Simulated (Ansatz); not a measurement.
# Co: the cost of one run

Method: DFT PBE, scalar-relativistic, plane waves, PAW, in Ansatz 0.2.0.

## 1. The structure to begin with

It takes space group P6/mmm (No. 191, hexagonal). The conventional cell has a = 4.144 Å, b = 4.144 Å, c = 2.541 Å, α = 90.00°, β = 90.00°, γ = 120.00°. Co (site symmetry 6/mmm) has 14 Co at 2.54 to 2.71 Å as nearest neighbours. Co (site symmetry -6m2) has 11 Co at 2.39 to 2.71 Å as nearest neighbours.

Coordinates:

```cif
data_structure
_symmetry_space_group_name_H-M 'P 1'
_symmetry_Int_Tables_number 1
_cell_length_a 4.1443
_cell_length_b 4.1443
_cell_length_c 2.5406
_cell_angle_alpha 90.000
_cell_angle_beta 90.000
_cell_angle_gamma 120.000
_cell_volume 37.79
loop_
_atom_site_label
_atom_site_type_symbol
_atom_site_fract_x
_atom_site_fract_y
_atom_site_fract_z
_atom_site_occupancy
Co1 Co 0.00000 0.00000 0.00000 1
Co2 Co 0.33333 0.66667 0.50000 1
Co3 Co 0.66667 0.33333 0.50000 1
```

(A quick probe on a coarse mesh, which set the mesh and smearing, is not shown.)

## 3. Rough relaxation on the coarse mesh

The input, input.yaml:

```yaml
crystal:
  lattice:
    - [4.1443119443, 0.0, 0.0]
    - [-2.0721559722, 3.589079425, 0.0]
    - [0.0, 0.0, 2.5406434094]
  atoms:
    - { symbol: Co, position: [0.0, 0.0, 0.0], spin: 1.96 }
    - { symbol: Co, position: [0.3333333333, 0.6666666667, 0.5], spin: 2.02 }
    - { symbol: Co, position: [0.6666666667, 0.3333333333, 0.5], spin: 2.02 }
basis:
  ecutwfc: 420
kpoints:
  mp_grid: { grid: [6, 6, 6] }
hamiltonian:
  xc: pbe
scf:
  occupations: { method: gaussian, width: 0.1 }
  lower_state_search: "off"
output:
  forces: true
  stress: true
  eigenvalues: true
  populations: true
magnetization:
  spin_polarized: true
relax:
  adjacent_minimum: "off"
  f_tol: 0.04
  max_steps: 70
  cell: { stress_tol: 0.4 }
```

Q: Estimate wall time and peak memory on 1 thread of an Arm CPU, shared host.

About 33 s, with a peak of 0.33 GiB.
